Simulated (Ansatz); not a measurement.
## Ansatz run, Ga

The input, for Ansatz 0.2.0 (plane waves, PAW):

```yaml
crystal:
  lattice:
    - [0.0, 2.8711, 0.0]
    - [2.8711, 0.0, 0.0]
    - [1.43555, 1.43555, -2.184465]
  atoms:
    - { symbol: Ga, position: [0.0, 0.0, 0.0] }
  symmetry: { tolerance: 0.0003 }
kpoints:
  mp_grid: { grid: [15, 15, 15], shift: [0, 0, 0] }
  band_path:
    path:
      - [0.0, 0.0, 0.0]
      - [0.5, 0.5, 0.5]
      - [0.5, 0.5, 0.25]
      - [0.0, 0.5, 0.0]
      - [0.0, 0.0, 0.0]
      - [0.0, 0.0, -0.5]
      - [0.0, 0.28406827, -0.35796587]
      - [0.0, 0.71593173, 0.35796587]
      - [0.0, 0.0, 0.0]
      - [0.5, 0.5, 0.5]
      - [0.28406827, 0.71593173, 0.5]
    npoints: 6
magnetization:
  spin_polarized: false
scf:
  occupations: { method: fermi_dirac, width: 0.1099 }
  lower_state_search: "off"
  max_iter: 200
hamiltonian:
  pseudopotentials: { kind: paw }
  xc: pbe
basis:
  ecutwfc: 420
  fft_grid_basis: typed
output:
  forces: true
  stress: true
  eigenvalues: true
  bader: true
  populations: true
  elf: true
  write_potential: true
  volumetric_format: npy
  dos:
    e_range: [-12, 8]
    de: 0.05
    projected: { site_lists: { Ga: [Ga] } }
checkpoint:
  read: saved_state
```

The saved state is an earlier solution for the same cell, perhaps on another mesh. 

Output (shortened):

```
SCF iter   1: F=—  Δρ=7.66e-4  dr2=6.84e-5
SCF iter   2: F=—  Δρ=3.51e-4  dr2=1.17e-5
SCF iter   3: F=—  Δρ=9.65e-5  dr2=1.23e-6
SCF iter   4: F=—  Δρ=6.06e-5  dr2=2.88e-7
SCF iter   5: F=-3782.9998 eV  Δρ=6.47e-6  dr2=2.88e-9
Free energy (F): -3782.9998 eV
Harris-Foulkes:  -3782.9998 eV  (|F-HF|=1.46e-9)
Internal energy: -3782.9842 eV  (E = F + TS)
E sigma→0 (E₀):  -3782.9920 eV
Entropy (-TS):   -0.0156 eV (-15.594 meV/atom)
Fermi energy:    10.3794 eV
--- Per-component energies (eV) ---
  E_band       = -27.3582
  E_kinetic    = 115.0734
  E_local      = -1748.4286  (includes V_loc(G=0)·N_el)
  E_nonlocal   = 422.2694
  E_hartree    = 823.9451
  E_xc         = -69.6492
  E_vxc        = -58.4944  (∫ρ·V_xc dr)
  E_paw        = -1985.5479  (= ΣΔE_a)
  E_vpaw       = -405.6654  (= ΣTr[D̂ρ^β])
  E_aug_tail   = -0.0001  (compensation charges beyond the density's cutoff)
  E_ewald      = -1340.6463
  E_smearing   = -0.0156  (= −TS)
--- Stress (GPa, compression-positive) ---
        3.0193       0.0000       0.0000
        0.0000       3.0193       0.0000
        0.0000       0.0000       2.2516
  P = ⅓ Tr σ = 2.7634 GPa (27.634 kbar)
--- Bader charges: 1 site ---
  site symbol  charge [e]  shift [e]
     0     Ga      0.0000     0.0000
```

Origin: a known structure type with other elements, at an estimated volume, so it need not be a known compound.
